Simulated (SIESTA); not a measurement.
AlN:

```
Al N
1.0
     3.11300    0.00000    0.00000
    -1.55650    2.69594    0.00000
     0.00000    0.00000    4.98100
Al N
2 2
Direct
  0.66667 0.33333 0.50000
  0.33333 0.66667 0.00000
  0.66667 0.33333 0.88000
  0.33333 0.66667 0.38000
```

Program: SIESTA 5.4.2. Alike in all runs: no spin polarisation; cell as given; k mesh 10 × 10 × 6; smearing fermi-dirac 0.05 eV; grid cutoff 800 Ry.

Problem. Order these runs on this cell by their band gap on the k mesh, lowest first.
A. level PBE; potentials or basis PseudoDojo 0.4 standard (PBE files), DZP (energy shift 0.003 Ry); energy shift 0.003 Ry
B. level PBE; potentials or basis PseudoDojo 0.4 standard (PBE files), SZ (energy shift 0.002 Ry; radii capped at 9.5 bohr); energy shift 0.002 Ry
C. level BLYP; potentials or basis PseudoDojo 0.4 standard (PBE files), DZP (energy shift 0.003 Ry); energy shift 0.003 Ry

Solution. B (3.97 eV), A (4.34 eV), C (4.66 eV).

Caveats: the basis of atomic orbitals isn't converged, which shifts pressures, moduli and gaps; the basis has no polarisation orbitals (some runs).

A k mesh can miss the band edges.

Not every run made on this cell is shown here.
